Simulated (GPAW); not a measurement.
A run of GPAW 26.7.0:

The input run.py:

```python
import numpy as np
from ase.dft.bandgap import bandgap
from ase.io import read, write
from gpaw import GPAW, PW, setup_paths
from gpaw.response.df import DielectricFunction

setup_paths.insert(0, '.')

atoms = read('CdTe.xyz')

calc = GPAW(mode=PW(450),
            xc='AM05',
            kpts={'size': (6, 6, 6), 'gamma': True},
            occupations={'name': 'fermi-dirac', 'width': 0.001},
            nbands=18,
            convergence={'density': 1e-06},
            maxiter=150,
            txt='gpaw.txt')
atoms.calc = calc
energy = atoms.get_potential_energy()
calc.write('gs.gpw')
write('result.traj', atoms)
print(f'Energy: {energy:.6f} eV')
print('Fermi level:', round(calc.get_fermi_level(), 4), 'eV')
print(f'Gap: {bandgap(calc)[0]:.4f} eV, direct: {bandgap(calc, direct=True)[0]:.4f} eV')

for size in [(18, 18, 18)]:
    name = 'x'.join(str(n) for n in size)
    dense = calc.fixed_density(kpts={'size': size, 'gamma': True},
                               nbands=35, convergence={'bands': 29, 'eigenstates': 1e-7},
                               update_fermi_level=True, txt=f'dense-{name}.txt')
    dense.write(f'{name}.gpw', mode='all')
    df = DielectricFunction(f'{name}.gpw', frequencies=np.array([0.0]), hilbert=False, eta=0.001,
                            ecut=80, nbands=29, intraband=False, txt=f'df-{name}.txt')
    for xc in ['RPA']:
        for direction in ['x', 'y', 'z', [0, 1, 1], [1, 0, 1], [1, 1, 0]]:
            e0, e = df.get_macroscopic_dielectric_constant(xc=xc, direction=direction)
            print(f'{name} {xc} {direction}: {e0:.4f} without, {e:.4f} with local fields')
```

File CdTe.xyz:

```xyz
2
Lattice="0.0000000000 3.2050000000 3.2050000000 3.2050000000 0.0000000000 3.2050000000 3.2050000000 3.2050000000 0.0000000000" Properties=species:S:1:pos:R:3 pbc="T T T"
Te     4.8075000000      4.8075000000      4.8075000000
Cd     0.0000000000      0.0000000000      0.0000000000
```

Potentials or basis: PAW data sets generated in the run's folder for this functional, pw.

Run with:

```sh
$ gpaw-setup -f AM05 Cd Te
$ OMP_NUM_THREADS=1 python run.py
```

Hardware: 1 thread of Intel(R) Xeon(R) Processor @ 2.50GHz (Skylake/Cascade Lake), with other jobs on the host.

Question: Estimate the wall time of this run.

Answer: It took 7.2 min on 1 thread of Intel(R) Xeon(R) Processor @ 2.50GHz (Skylake/Cascade Lake), on a shared host, peak memory 0.52 GiB. Counts: scf iterations 22, plane waves 1458, bands 18, k points 16.
